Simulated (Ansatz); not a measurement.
# Optical constants of BP

Theory: Ansatz 0.2.0, DFT LDA, scalar-relativistic, plane waves, PAW. Plane waves to 420 eV; Γ-centred k mesh 16×16×16; Fermi-Dirac smearing of 0.15 eV. No spin polarisation.

Relaxed structure:
```
CELL_PARAMETERS angstrom
2.77400 0.00000 0.00000
0.00000 2.77400 0.00000
0.00000 0.00000 2.77400
ATOMIC_POSITIONS crystal
B 0.00000 0.00000 0.00000
P 0.50000 0.50000 0.50000
```

The cell is the ideal cubic caesium chloride prototype; this isn't the usual structure of the compound. In a metal these results depend on the k mesh and the smearing.

Independent-particle response (no local fields, no excitons) on a 24×24×24 mesh, broadened by 0.1 eV; the Drude term is undamped and its weight carries the smearing above, which sets much of it in a semimetal. The run couldn't bound its error over part or most of this range, so small peaks and near ties are unsure. Light polarised along z. ε₁ lacks the small share of bands above those solved.

(1) Tabulate ε₁ and ε₂ against photon energy.

(2) Where is the highest local maximum of ε₂ between 0.3 and 12 eV?

Answers

(1)
```csv
E (eV),ε₁,ε₂
0.1,-26531.27,74.83
0.5,-1109.45,165.09
0.9,-361.44,67.42
1.3,-192.88,29.11
1.7,-112.30,11.49
2.1,-72.25,6.24
2.5,-48.46,3.83
2.9,-31.68,5.59
3.3,-26.20,8.45
3.7,-25.52,8.15
4.1,-20.85,4.32
4.5,-16.87,2.89
4.9,-13.64,2.15
5.3,-10.82,1.70
5.7,-8.00,3.96
6.1,-8.83,3.44
6.5,-8.18,2.71
6.9,-7.43,2.11
7.3,-6.54,1.73
7.7,-5.85,1.52
8.1,-5.28,1.28
8.5,-4.74,1.08
8.9,-4.24,0.97
9.3,-3.85,0.82
9.7,-3.47,0.71
10.1,-3.12,0.63
10.5,-2.82,0.56
10.9,-2.55,0.49
11.3,-2.30,0.44
11.7,-2.07,0.40
```

(2) At 0.3 eV, where ε₂ = 317.4.

Cost: 1 run of about 2.4 core-minutes, on Intel Xeon Processor @ 2.50GHz (Skylake/Cascade Lake) (shared hosts).